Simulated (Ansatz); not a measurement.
**Pb (hcp)**

The computed numbers are results of PBE with spin–orbit coupling (two-component spinors) in the plane-wave PAW code Ansatz at 420 eV, 14×14×8 k-mesh, Gaussian smearing of 0.05 eV; PAW files: Ansatz's generated set soft_2.

```
Pb
1.0
     3.56586    0.00000    0.00000
    -1.78293    3.08812    0.00000
     0.00000    0.00000    5.83336
Pb
2
Direct
  0.33333 0.66667 0.75000
  0.66667 0.33333 0.25000
```

At room temperature and ambient pressure Pb is fcc.

The pressure at this geometry is 0.0 GPa.

Which orbitals carry the states at the Fermi level, and how many states are there?

Within 0.1 eV of it: Pb 6p 91 %, Pb 6s 9 % (shares among the projected shells). The density of states at the Fermi level is about 1.5 states/eV per cell, averaged over 0.3 eV.

Density of states (tetrahedra, averaged over 0.5 eV; states/eV per cell of 2 atoms; energy in eV from the Fermi level):

| E (eV) | DOS |
| --- | --- |
| -6.60 | 1.01 |
| -6.10 | 0.00 |
| -5.60 | 0.00 |
| -5.10 | 0.00 |
| -4.60 | 0.00 |
| -4.10 | 0.00 |
| -3.60 | 0.21 |
| -3.10 | 0.88 |
| -2.60 | 1.67 |
| -2.10 | 1.38 |
| -1.60 | 1.12 |
| -1.10 | 0.90 |
| -0.60 | 0.78 |
| -0.10 | 1.43 |
| 0.40 | 1.09 |
| 0.90 | 1.21 |
| 1.40 | 1.22 |
| 1.90 | 1.40 |
| 2.40 | 1.54 |
| 2.90 | 1.50 |
| 3.40 | 1.42 |
| 3.90 | 1.35 |
